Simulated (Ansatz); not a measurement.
## Migration of Si in Si

Computed with Ansatz, DFT PBE, scalar-relativistic, plane waves, PAW. Run with 420 eV cutoff, 2×2×2 k-mesh, Gaussian smearing of 0.02 eV, no spin polarisation.

In a supercell of 54 host sites with charge -2, Si trades places with a neighbouring Si vacancy, moving 1.77 Å between the relaxed ends. Climbing-image nudged elastic band at fixed cell with images 0 (start) to 6 (end), the path measured over all atoms, converged to 0.05 eV/Å; the order of the saddle wasn't checked, and the small cell leaves errors of about a tenth of an eV.

Start:

```xyz
53
Lattice="8.2051 0.0000 8.2051 8.2051 8.2051 0.0000 0.0000 8.2051 8.2051" Properties=species:S:1:pos:R:3 pbc="T T T"
Si    3.9298    3.9298    3.9298
Si    6.8376    6.8376    4.0841
Si    9.7454    9.7454    3.9298
Si    6.8376    4.0841    6.8376
Si    9.5911    6.8376    6.8376
Si   12.3101    9.5703    6.8122
Si    9.7454    3.9298    9.7454
Si   12.3101    6.8122    9.5703
Si   15.0681    9.5703    9.5703
Si    4.0841    6.8376    6.8376
Si    6.8376    9.5911    6.8376
Si    9.5703   12.3101    6.8122
Si    6.8376    6.8376    9.5911
Si    9.5719    9.5719    9.5719
Si   12.3085   12.3085    9.5719
Si    9.5703    6.8122   12.3101
Si   12.3085    9.5719   12.3085
Si   15.0681   12.3101   12.3101
Si    3.9298    9.7454    9.7454
Si    6.8122   12.3101    9.5703
Si    9.5703   15.0681    9.5703
Si    6.8122    9.5703   12.3101
Si    9.5719   12.3085   12.3085
Si   12.3101   15.0681   12.3101
Si    9.5703    9.5703   15.0681
Si   12.3101   12.3101   15.0681
Si   15.0428   15.0428   15.0428
Si    5.4201    5.4201    2.7747
Si    8.2551    8.2551    2.7747
Si    5.4201    2.7747    5.4201
Si    8.1994    5.4758    5.4758
Si   10.9005    8.2551    5.4201
Si    8.2551    2.7747    8.2551
Si   10.9005    5.4201    8.2551
Si   13.6717    8.2086    8.2086
Si    2.7747    5.4201    5.4201
Si    5.4758    8.1994    5.4758
Si    8.2551   10.9005    5.4201
Si    5.4758    5.4758    8.1994
Si    8.1994    8.1994    8.1994
Si   10.9402   10.9402    8.1904
Si    8.2551    5.4201   10.9005
Si   10.9402    8.1904   10.9402
Si   13.6900   10.9402   10.9402
Si    2.7747    8.2551    8.2551
Si    5.4201   10.9005    8.2551
Si    8.2086   13.6717    8.2086
Si    5.4201    8.2551   10.9005
Si    8.1904   10.9402   10.9402
Si   10.9402   13.6900   10.9402
Si    8.2086    8.2086   13.6717
Si   10.9402   10.9402   13.6900
Si   13.6717   13.6717   13.6717
```

Atom 1 jumps to (2.908, 2.908, 2.908) Å.

(1) Give the energy along the band and the structure at its top.

## Answers

(1)
| image | path (Å) | E − E(0) (eV) | Si x (Å) | Si y (Å) | Si z (Å) | force on Si (eV/Å) |
| --- | --- | --- | --- | --- | --- | --- |
| 0 | 0.00 | 0.000 | 3.930 | 3.930 | 3.930 | 0.01 |
| 1 | 0.40 | 0.040 | 3.760 | 3.760 | 3.760 | 0.16 |
| 2 | 0.80 | 0.092 | 3.558 | 3.558 | 3.558 | 0.01 |
| 3 | 1.14 | 0.084 | 3.389 | 3.389 | 3.389 | 0.02 |
| 4 | 1.47 | 0.086 | 3.216 | 3.216 | 3.216 | 0.06 |
| 5 | 1.81 | 0.027 | 3.051 | 3.051 | 3.051 | 0.16 |
| 6 | 2.14 | 0.000 | 2.908 | 2.908 | 2.908 | 0.01 |

Barrier 0.09 eV. Image 2:
```xyz
53
Lattice="8.2051 0.0000 8.2051 8.2051 8.2051 0.0000 0.0000 8.2051 8.2051" Properties=species:S:1:pos:R:3 pbc="T T T"
Si    3.5584    3.5583    3.5583
Si    6.7810    6.7810    4.0437
Si    9.7733    9.7733    4.0591
Si    6.7810    4.0437    6.7810
Si    9.5535    6.8149    6.8149
Si   12.3256    9.5620    6.8235
Si    9.7733    4.0591    9.7733
Si   12.3256    6.8235    9.5620
Si   15.0998    9.5947    9.5947
Si    4.0437    6.7810    6.7810
Si    6.8149    9.5535    6.8149
Si    9.5621   12.3256    6.8235
Si    6.8149    6.8149    9.5535
Si    9.5642    9.5642    9.5642
Si   12.3035   12.3035    9.5667
Si    9.5621    6.8235   12.3256
Si   12.3035    9.5667   12.3035
Si   15.0686   12.3146   12.3146
Si    4.0592    9.7733    9.7733
Si    6.8235   12.3256    9.5620
Si    9.5947   15.0999    9.5947
Si    6.8235    9.5620   12.3256
Si    9.5667   12.3035   12.3035
Si   12.3146   15.0686   12.3146
Si    9.5947    9.5947   15.0998
Si   12.3146   12.3146   15.0686
Si   15.0576   15.0576   15.0576
Si    5.3044    5.3044    2.7506
Si    8.2782    8.2782    2.8048
Si    5.3044    2.7506    5.3044
Si    8.1575    5.4524    5.4524
Si   10.9066    8.2250    5.4671
Si    8.2782    2.8048    8.2782
Si   10.9066    5.4671    8.2250
Si   13.7035    8.2310    8.2310
Si    2.7506    5.3044    5.3044
Si    5.4524    8.1575    5.4524
Si    8.2250   10.9066    5.4671
Si    5.4524    5.4524    8.1575
Si    8.1881    8.1881    8.1881
Si   10.9352   10.9352    8.1858
Si    8.2250    5.4671   10.9066
Si   10.9352    8.1858   10.9352
Si   13.6869   10.9464   10.9464
Si    2.8048    8.2782    8.2782
Si    5.4672   10.9066    8.2250
Si    8.2311   13.7035    8.2310
Si    5.4672    8.2250   10.9066
Si    8.1858   10.9352   10.9352
Si   10.9464   13.6869   10.9464
Si    8.2311    8.2310   13.7035
Si   10.9464   10.9464   13.6869
Si   13.6817   13.6817   13.6817
```

The relaxation kept the symmetry at the defect while a level is partly filled, so a distortion that splits the level (Jahn–Teller) was held off and may lie lower. The cell is also small for a charged defect.

Cost: 1 run of about 24 core-minutes, on Intel Xeon 6975P-C (Granite Rapids) (shared hosts).